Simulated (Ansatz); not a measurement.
# KTaO3 (Pm-3m) in Ansatz: a series of runs

Runs on KTaO3. Level: r2SCAN+U. Tasks: relaxation of cell and atoms.

Everything below comes from runs of Ansatz 0.2.0. Logs are shortened: lines on timing, memory, paths and dates and some standing lists are left out, and cuts for length are marked.

## 1. Starting point

The structure is cubic, space group Pm-3m (No. 221). The conventional cell has a = 3.988 Å, b = 3.988 Å, c = 3.988 Å, α = 90.00°, β = 90.00°, γ = 90.00°. Around Ta (site symmetry m-3m) lie 6 O at 1.99 Å. K (site symmetry m-3m) is surrounded by 12 O at 2.82 Å. Around O (site symmetry 4/mmm) lie 2 Ta at 1.99 Å.

## 2. Relaxation of cell and atoms, r2SCAN+U

Input file input.yaml:

```yaml
crystal:
  lattice:
    - [3.9883, 0.0, 0.0]
    - [0.0, 3.9883, 0.0]
    - [0.0, 0.0, 3.9883]
  atoms:
    - { symbol: Ta, position: [0.0, 0.0, 0.0] }
    - { symbol: K, position: [0.5, 0.5, 0.5] }
    - { symbol: O, position: [0.0, 0.0, 0.5] }
    - { symbol: O, position: [0.0, 0.5, 0.0] }
    - { symbol: O, position: [0.5, 0.0, 0.0] }
hamiltonian:
  xc: r2scan
  pseudopotentials: { kind: paw }
  hubbard: { sites: [{ species: Ta, l: d, u_eff: 4.0 }] }
kpoints:
  mp_grid: { grid: [7, 7, 7] }
scf:
  occupations: { method: fermi_dirac, width: 0.05 }
output:
  forces: true
  stress: true
  eigenvalues: true
relax:
  f_tol: 0.01
  max_steps: 40
  cell: { stress_tol: 0.05 }
```

Potentials or basis: Ansatz PAW.

Started as:

```sh
$ ansatz run input.yaml --threads 2 --pin off --max-ram 5632MiB --backend cpu --events-out ev --progress --plain --runs-dir out
```

The program printed:

```text
Warning: RAYON_NUM_THREADS=2 ignored (pool sized by the plan → 2); use --threads N
Ta: projections on atomic orbitals take those of the free atom [Kr 4d10 4f14] 5s2 5p6 5d3 6s2, of charge +0.00 (hamiltonian.pseudopotentials.projection_atoms); the dataset's partial waves leave at most 6.0e-5 of an orbital's norm unspanned inside its sphere
K: projections on atomic orbitals take those of the free atom [Ne] 3s2 3p6 4s1, of charge +0.00 (hamiltonian.pseudopotentials.projection_atoms); the dataset's partial waves leave at most 2.3e-7 of an orbital's norm unspanned inside its sphere
O: projections on atomic orbitals take those of the free atom [He] 2s2 2p4, of charge +0.00 (hamiltonian.pseudopotentials.projection_atoms); the dataset's partial waves leave at most 1.9e-8 of an orbital's norm unspanned inside its sphere
Engine: ansatz 0.2.0, aarch64-unknown-linux-gnu
Pseudopotentials: kind: paw
Pseudopotential: Ta, paw, valence charge 13, recommended cutoff 500 eV (meta_gga), Ta.paw.azcp
Pseudopotential: K, paw, valence charge 9, recommended cutoff 500 eV (meta_gga), K.paw.azcp
Pseudopotential: O, paw, valence charge 6, recommended cutoff 500 eV (meta_gga), O.paw.azcp
Functional definition: r2SCAN
  parameter k0 = 0.174
  parameter k1 = 0.065
  parameter a1 = 4.9479
  exchange = r2scan_x(k0 = k0, k1 = k1, a1 = a1)
  correlation = r2scan_c
Crystal: 5 atoms, lattice volume = 63.440 Å³
Basis set: ecut = 500 eV, 1575 PW (Γ), exchange–correlation on 120×120×120 points (64 copies of the dense FFT grid, shifted against one another)
Bands: 25, of which v1, the nominal top of the filled ones, is band 20 counted from 1 (19 counted from 0)
Symmetry: 48 space group operations
Space group: Pm-3m (ITA 221), of the structure as read, at distance tolerance 4.0e-5 Å
k-points: 20 of 343
Non-local potential: Ta, projectors of the file, l = 0: 3, l = 1: 2, l = 2: 2, l = 3: 1
Non-local potential: K, projectors of the file, l = 0: 3, l = 1: 2, l = 2: 2
Non-local potential: O, projectors of the file, l = 0: 2, l = 1: 2, l = 2: 1
PAW form: soft (Blöchl's): semilocal exchange-correlation on the pseudo side does not see the compensation charge
PAW frozen core: Ta, regenerated for the run's functional (the file was generated under x = pbe(κ = 0.804, μ = 0.2195149727645171), c = pbe(β = 0.06672455060314922))
PAW frozen core: K, regenerated for the run's functional (the file was generated under x = pbe(κ = 0.804, μ = 0.2195149727645171), c = pbe(β = 0.06672455060314922))
PAW frozen core: O, regenerated for the run's functional (the file was generated under x = pbe(κ = 0.804, μ = 0.2195149727645171), c = pbe(β = 0.06672455060314922))
PAW one-centre angular grid: Ta, 590 points (default); XC on 160 Gauss nodes
PAW one-centre angular grid: K, 302 points (default); XC on 160 Gauss nodes
PAW one-centre angular grid: O, 302 points (default); XC on 160 Gauss nodes
Initial density: superposition of atomic densities (chi_scale 0.1, normalization cell, long waves kept (reshape's long-wave potential 0.00 eV rms))
Initial wavefunctions: pseudopotential atomic-orbital guess
Functional: x = r2scan, c = r2scan; τ floored in thin density (d = 2e-4 eV/Å³)
SCF iter   1: F=—  HF=-13195.735583 eV  |F-HF|=—  |Δ(HF+E_count)|=         —  Δρ=6.69e-2  dr2=3.09e0  dr2_τ=4.82e-1  ethr=3.10e-3  ⟨swp⟩=6.5  Hψ=2522  notcnv=0
preconditioner: auto → Resta (q_TF=auto, 2.526 Å⁻¹)  ε∞=3.9  [insulator: Δε(μ)=4.083 eV  Ē_g=15.054 eV  σ=0.050 eV  W_gap=1.00  n_scr=18 (ndim 8)  ℏωp=25.5 eV  f_vac=0.000  D(μ)=0.00/eV (n_scr^D=0)  ε∞_Penn≈3.9]
SCF iter   2: F=—  HF=-13195.380948 eV  |F-HF|=—  |Δ(HF+E_count)|=   3.55e-1  Δρ=3.65e-2  dr2=6.32e-1  dr2_τ=1.09e-1  ethr=3.10e-3  ⟨swp⟩=3.0  Hψ=1077  notcnv=0  defer=20
SCF iter   3: F=—  HF=-13195.388500 eV  |F-HF|=—  |Δ(HF+E_count)|=   7.55e-3  Δρ=1.29e-2  dr2=1.07e-1  dr2_τ=1.33e-2  ethr=1.58e-3  ⟨swp⟩=2.7  Hψ=959  notcnv=0  defer=20
SCF iter   4: F=—  HF=-13195.387251 eV  |F-HF|=—  |Δ(HF+E_count)|=   1.25e-3  Δρ=3.76e-3  dr2=5.78e-3  dr2_τ=9.56e-4  ethr=2.68e-4  ⟨swp⟩=2.8  Hψ=906  notcnv=0  defer=20
SCF iter   5: F=—  HF=-13195.388591 eV  |F-HF|=—  |Δ(HF+E_count)|=   1.34e-3  Δρ=6.89e-4  dr2=2.66e-4  dr2_τ=4.92e-5  ethr=1.44e-5  ⟨swp⟩=3.0  Hψ=1050  notcnv=0  defer=19
SCF iter   6: F=—  HF=-13195.388678 eV  |F-HF|=—  |Δ(HF+E_count)|=   8.71e-5  Δρ=1.10e-4  dr2=3.87e-6  dr2_τ=2.43e-6  ethr=6.66e-7  ⟨swp⟩=2.0  Hψ=747  notcnv=0  defer=19
SCF iter   7: F=—  HF=-13195.388683 eV  |F-HF|=—  |Δ(HF+E_count)|=   5.49e-6  Δρ=2.22e-5  dr2=2.62e-7  dr2_τ=2.53e-8  ethr=9.67e-9  ⟨swp⟩=2.2  Hψ=840  notcnv=0  defer=17
SCF iter   8: F=-13195.388683 eV  HF=-13195.388683 eV  |F-HF|=9.30e-10  |Δ(HF+E_count)|=   9.76e-8  Δρ=2.71e-6  dr2=3.09e-9  dr2_τ=3.88e-10  ethr=2.50e-10  ⟨swp⟩=11.7  Hψ=2396  notcnv=0
SCF 1 converged in 8 iterations: F = -13195.388683 eV  dr2 = 3.09e-9
relax step   1: F+E_penalty+E_count = -13195.38868336 eV  Δ(F+E_penalty+E_count) = +0.000e0 eV  max|allowed force component| = 8.862e-30 eV/Å  Δτ_max = 0.0000 Å  P = +1.565 GPa  Ω = 63.440 Å³  (8 SCF iters, dr2 threshold 1.00e-7 eV, accepted)
Crystal: 5 atoms, lattice volume = 64.035 Å³
Basis set: ecut = 500 eV, 1647 PW (Γ), exchange–correlation on 120×120×120 points (64 copies of the dense FFT grid, shifted against one another)
Initial density: handed on by an earlier stage of this run
Initial wavefunctions: those handed on with the density
iter 1 solved again at ethr=2.57e-6 eV; its pass at ethr=3.10e-3 eV (dr2=1.03e-3 eV) is discarded
SCF iter   1: F=—  HF=-13195.387866 eV  |F-HF|=—  |Δ(HF+E_count)|=         —  Δρ=1.22e-3  dr2=7.99e-4  dr2_τ=3.48e-3  ethr=2.57e-6  ⟨swp⟩=2.0  Hψ=2677  notcnv=0
preconditioner: auto → Resta (q_TF=auto, 2.523 Å⁻¹)  ε∞=4.2  [insulator: Δε(μ)=3.235 eV  Ē_g=14.123 eV  σ=0.050 eV  W_gap=1.00  n_scr=18 (ndim 8)  ℏωp=25.4 eV  f_vac=0.014  D(μ)=0.00/eV (n_scr^D=0)  ε∞_Penn≈4.2]
SCF iter   2: F=—  HF=-13195.390583 eV  |F-HF|=—  |Δ(HF+E_count)|=   2.72e-3  Δρ=5.11e-4  dr2=1.41e-4  dr2_τ=1.20e-5  ethr=2.00e-6  ⟨swp⟩=2.0  Hψ=893  notcnv=0
SCF iter   3: F=—  HF=-13195.390575 eV  |F-HF|=—  |Δ(HF+E_count)|=   7.88e-6  Δρ=1.39e-4  dr2=9.82e-6  dr2_τ=1.28e-6  ethr=3.53e-7  ⟨swp⟩=2.6  Hψ=812  notcnv=0
SCF iter   4: F=—  HF=-13195.390576 eV  |F-HF|=—  |Δ(HF+E_count)|=   5.12e-7  Δρ=5.14e-5  dr2=1.91e-6  dr2_τ=2.33e-7  ethr=2.45e-8  ⟨swp⟩=2.8  Hψ=947  notcnv=0
SCF iter   5: F=-13195.390576 eV  HF=-13195.390576 eV  |F-HF|=7.42e-9  |Δ(HF+E_count)|=   2.59e-7  Δρ=1.82e-5  dr2=1.17e-7  dr2_τ=2.75e-8  ethr=1.25e-9  ⟨swp⟩=6.5  Hψ=2238  notcnv=0
SCF 2 converged in 5 iterations: F = -13195.390576 eV  dr2 = 1.17e-7
relax step   2: F+E_penalty+E_count = -13195.39057568 eV  Δ(F+E_penalty+E_count) = -1.892e-3 eV  max|allowed force component| = 4.407e-29 eV/Å  Δτ_max = 0.0000 Å  P = -0.388 GPa  Ω = 64.035 Å³  energy of the carried Pulay correction = -2.651e-4 eV  (5 SCF iters, dr2 threshold 5.00e-7 eV, accepted)
Crystal: 5 atoms, lattice volume = 63.916 Å³
iter 1 solved again at ethr=1.00e-7 eV; its pass at ethr=3.10e-3 eV (dr2=4.02e-5 eV) is discarded
SCF iter   1: F=—  HF=-13195.390671 eV  |F-HF|=—  |Δ(HF+E_count)|=         —  Δρ=2.52e-4  dr2=3.17e-5  dr2_τ=1.38e-4  ethr=1.00e-7  ⟨swp⟩=2.0  Hψ=2606  notcnv=0
preconditioner: auto → Resta (q_TF=auto, 2.523 Å⁻¹)  ε∞=4.2  [insulator: Δε(μ)=3.238 eV  Ē_g=14.139 eV  σ=0.050 eV  W_gap=1.00  n_scr=18 (ndim 8)  ℏωp=25.4 eV  f_vac=0.013  D(μ)=0.00/eV (n_scr^D=0)  ε∞_Penn≈4.2]
SCF iter   2: F=—  HF=-13195.390775 eV  |F-HF|=—  |Δ(HF+E_count)|=   1.04e-4  Δρ=1.01e-4  dr2=5.13e-6  dr2_τ=4.95e-7  ethr=7.93e-8  ⟨swp⟩=2.0  Hψ=820  notcnv=0
SCF iter   3: F=-13195.390775 eV  HF=-13195.390775 eV  |F-HF|=8.57e-8  |Δ(HF+E_count)|=   3.76e-7  Δρ=2.78e-5  dr2=3.60e-7  dr2_τ=5.24e-8  ethr=9.39e-10  ⟨swp⟩=3.8  Hψ=2249  notcnv=0
SCF 3 converged in 3 iterations: F = -13195.390775 eV  dr2 = 3.60e-7
relax step   3: F+E_penalty+E_count = -13195.39077460 eV  Δ(F+E_penalty+E_count) = -1.989e-4 eV  max|allowed force component| = 2.987e-29 eV/Å  Δτ_max = 0.0000 Å  P = -0.006 GPa  Ω = 63.916 Å³  energy of the carried Pulay correction = -2.123e-4 eV  (3 SCF iters, dr2 threshold 3.75e-7 eV, accepted)
Initial wavefunctions: pseudopotential atomic-orbital guess (no wavefunctions were taken with the density)
iter 1 solved again at ethr=2.13e-8 eV; its pass at ethr=3.10e-3 eV (dr2=8.54e-6 eV) is discarded
SCF iter   1: F=—  HF=-13195.390938 eV  |F-HF|=—  |Δ(HF+E_count)|=         —  Δρ=1.04e-4  dr2=4.90e-7  dr2_τ=1.42e-7  ethr=2.13e-8  ⟨swp⟩=3.4  Hψ=3978  notcnv=0
SCF iter   2: F=—  HF=-13195.390969 eV  |F-HF|=—  |Δ(HF+E_count)|=   3.12e-5  Δρ=5.32e-5  dr2=1.73e-7  dr2_τ=9.96e-7  ethr=1.23e-9  ⟨swp⟩=2.2  Hψ=777  notcnv=0
SCF iter   3: F=—  HF=-13195.390976 eV  |F-HF|=—  |Δ(HF+E_count)|=   7.54e-6  Δρ=9.96e-6  dr2=3.69e-8  dr2_τ=1.23e-8  ethr=4.33e-10  ⟨swp⟩=2.0  Hψ=805  notcnv=0
SCF iter   4: F=—  HF=-13195.390976 eV  |F-HF|=—  |Δ(HF+E_count)|=   1.59e-8  Δρ=3.73e-6  dr2=1.08e-9  dr2_τ=4.67e-9  ethr=9.24e-11  ⟨swp⟩=2.0  Hψ=754  notcnv=0
SCF iter   5: F=—  HF=-13195.390976 eV  |F-HF|=—  |Δ(HF+E_count)|=   3.22e-8  Δρ=4.45e-7  dr2=1.13e-10  dr2_τ=2.92e-11  ethr=2.70e-12  ⟨swp⟩=2.0  Hψ=792  notcnv=0
SCF iter   6: F=-13195.390976 eV  HF=-13195.390976 eV  |F-HF|=1.27e-11  |Δ(HF+E_count)|=  1.02e-10  Δρ=6.40e-8  dr2=2.82e-12  dr2_τ=7.24e-13  ethr=1.00e-12  ⟨swp⟩=5.2  Hψ=1770  notcnv=0
SCF 4 converged in 6 iterations: F = -13195.390976 eV  dr2 = 2.82e-12
relax step   4: F+E_penalty+E_count = -13195.39097624 eV  Δ(F+E_penalty+E_count) = -2.016e-4 eV  max|allowed force component| = 1.296e-29 eV/Å  Δτ_max = 0.0000 Å  P = -0.007 GPa  Ω = 63.916 Å³  stress off target by 7.33e-3 GPa  SCF on the basis re-selected at this cell (its energy is not comparable with the rows above)  (6 SCF iters)
basis re-selected at this cell: Δ(F+E_penalty+E_count) = -2.016e-4 eV, ΔP = -0.001 GPa vs the last step (what re-selecting the basis moved, of the pressure what is left beyond the Pulay correction that the steps carried, after the strain that the cell walked since its last selection, with what the two solves' SCF thresholds leave and, on support functions, any second-order correction that the steps lacked; it is no measure of the basis error at this ecutwfc). This SCF's stress stands 7.33e-3 GPa from its target on what of the cell is left free (relax.cell.stress_tol is 5.00e-2 GPa) and its largest allowed force component is 1.30e-29 eV/Å (relax.f_tol is 1.00e-2 eV/Å): within both
SCF converged after 6 iterations
Free energy (F): -13195.390976 eV
Harris-Foulkes:  -13195.390976 eV  (|F-HF|=1.27e-11)
Internal energy: -13195.390976 eV  (E = F + TS)
E sigma→0 (E₀):  -13195.390976 eV
Fermi energy:    10.086045 eV
--- Per-component energies (eV) ---
  E_band       = -291.667601
  E_kinetic    = 1148.972578
  E_local      = -2229.850129  (includes V_loc(G=0)·N_el)
  E_nonlocal   = 167.883439
  E_hartree    = 779.761668
  E_xc         = -559.955780
  E_vxc        = -726.486917  (∫ρ·V_xc dr)
  E_hubbard    = 3.904287  (on-site DFT+U / exact-exchange correction)
  E_vhub       = 2.395673  (the Hubbard potential's part of the band-sum identity)
  E_paw        = -9690.750734  (= ΣΔE_a)
  E_vpaw       = -256.343394  (= ΣTr[D̂ρ^β])
  E_aug_tail   = 0.003027  (compensation charges beyond the density's cutoff)
  E_vtau       = 42.234817  (kinetic-family band-sum trace: ∫τ·v_τ [+ j·A + Jᵃ·Aᵃ] dr)
  E_ewald      = -2814.311044
  E_core_change = -1.048288  (= ΣΔE_core)
  E_smearing   = -0.000000  (= −TS)
  E_closure    = -0.000000  (closes the sum)
  Σ components = -13195.390976   (vs F -13195.390976, Δ=0.00e0)
--- Forces (eV/Å), atoms counted from 1 ---
  atom   1  Ta     0.00000000    -0.00000000     0.00000000
  atom   2  K     -0.00000000    -0.00000000     0.00000000
  atom   3  O      0.00000000     0.00000000    -0.00000000
  atom   4  O      0.00000000    -0.00000000     0.00000000
  atom   5  O      0.00000000     0.00000000    -0.00000000
  max |Σ_I F_I| component: 4.17e-29 eV/Å
--- Stress (GPa, compression-positive) ---
       -0.007331       0.000000      -0.000000
        0.000000      -0.007331       0.000000
       -0.000000       0.000000      -0.007331
  P = ⅓ Tr σ = -0.0073 GPa (-0.073 kbar)
--- Band table (eV; the first three rows and the last of 20) ---
  k-point 0: bands = ["-61.6754", "-27.4052", "-27.4052", "-27.4052", "-19.9834", "-10.0669", "-9.2504", "-9.2504", "-2.7692", "-2.7692", "-2.7692", "5.8945", "5.8945", "5.8945", "7.3927", "7.3927", "7.3927", "7.7966", "7.7966", "7.7966", "11.6651", "11.6651", "11.6651", "15.5084", "15.5084"]
  k-point 1: bands = ["-61.6752", "-27.4215", "-27.4046", "-27.4046", "-19.9785", "-10.0063", "-9.2471", "-9.1548", "-2.7597", "-2.7597", "-2.7445", "5.3850", "5.8901", "5.8901", "7.1593", "7.1593", "7.2794", "7.3022", "7.7090", "7.7090", "11.6909", "12.1724", "12.1724", "15.5155", "15.9622"]
  k-point 2: bands = ["-61.6745", "-27.4585", "-27.4031", "-27.4031", "-19.9675", "-9.9274", "-9.2396", "-8.8541", "-2.7385", "-2.7385", "-2.6884", "4.0865", "5.8968", "5.8968", "6.6507", "6.6507", "6.6631", "7.1087", "7.6190", "7.6190", "11.7504", "13.2356", "13.2356", "15.5316", "16.6846"]
  k-point 19: bands = ["-61.6742", "-27.4811", "-27.4808", "-27.4808", "-19.9282", "-8.5791", "-8.5136", "-8.5136", "-2.9594", "-2.9594", "-2.9245", "2.9497", "3.1474", "3.1474", "4.7541", "4.8313", "4.8313", "8.3740", "8.3740", "8.4266", "15.2862", "15.3399", "15.3399", "18.2269", "18.2269"]
Occupation matrices written to <dir>
--- Relaxed structure (3 steps of the walk, 3 accepted, 1 SCFs on fresh bases) ---
  F+E_penalty+E_count = -13195.39097624 eV   max|allowed force component| = 1.296e-29 eV/Å   (the final SCF, on the basis selected at the relaxed cell)
  cell:  # Å, volume = 63.9164 Å³
    - [3.998257372336812, 2.5679065925163143e-34, 1.2839532962581572e-34]
    - [3.209883240645393e-34, 3.998257372336812, 3.209883240645393e-35]
    - [6.419766481290786e-35, 3.209883240645393e-35, 3.998257372336812]
  atoms:
    - { symbol: Ta, position: [2.313871653880299e-36, -1.2701143317233194e-36, 2.5150778833221967e-38] }
    - { symbol: K, position: [0.49999999999999994, 0.49999999999999994, 0.49999999999999994] }
    - { symbol: O, position: [3.0180934602940612e-37, -1.521622120165337e-36, 0.49999999999999994] }
    - { symbol: O, position: [1.3078404998706631e-36, 0.49999999999999994, 2.515077884420105e-38] }
    - { symbol: O, position: [0.49999999999999994, -7.042218077086554e-37, 2.51507788478614e-38] }
```

It took 12 s on 2 threads of Arm Neoverse V1, shared host; peak memory 0.51 GiB.

Results:

```
Free energy                            : -13195.3910 eV
Relaxed volume                         : 12.78 Å³/atom
Relaxed cell                           : a = 3.998 Å, b = 3.998 Å, c = 3.998 Å, α = 90.00°, β = 90.00°, γ = 90.00°
Space group after relaxing (to 0.05 Å) : Pm-3m (No. 221)
Energy gained by relaxing              : 0.5 meV/atom
Ionic steps                            : 4
Pressure after relaxing                : 0.0 GPa
Band gap on the k mesh                 : 3.24 eV, indirect (least direct gap 3.87 eV)
```

The path:
```csv
step,energy change (eV),largest force (eV/Å),volume (Å³)
1,0.0000,0.0000,63.44
2,-0.0019,0.0000,64.04
3,-0.0021,0.0000,63.92
4,-0.0023,0.0000,63.92
```

Final structure:
```xyz
5
Lattice="3.9983 0.0000 0.0000 0.0000 3.9983 0.0000 0.0000 0.0000 3.9983" Properties=species:S:1:pos:R:3 pbc="T T T"
Ta    0.0000    0.0000    0.0000
K     1.9991    1.9991    1.9991
O     0.0000    0.0000    1.9991
O     0.0000    1.9991    0.0000
O     1.9991    0.0000    0.0000
```

Eigenvalues of the final occupation matrices:
```csv
site,spin,trace,eigenvalues
site 1,1,1.35,0.23 0.23 0.23 0.33 0.33
```

Caveat: odd divisions of the mesh miss points on the zone boundary, where band edges often lie, so the gap on the mesh can be too wide; the plane-wave basis is chosen anew once the cell has moved, so the energies of steps on either side of that aren't comparable; spin-orbit coupling is left out, which moves the levels of the heavy elements; the PAW data sets come from PBE, with cores solved anew for the run's functional, which leaves a small shift of forces and pressure. A k mesh can miss the band edges.

[end of part 1 of 2]
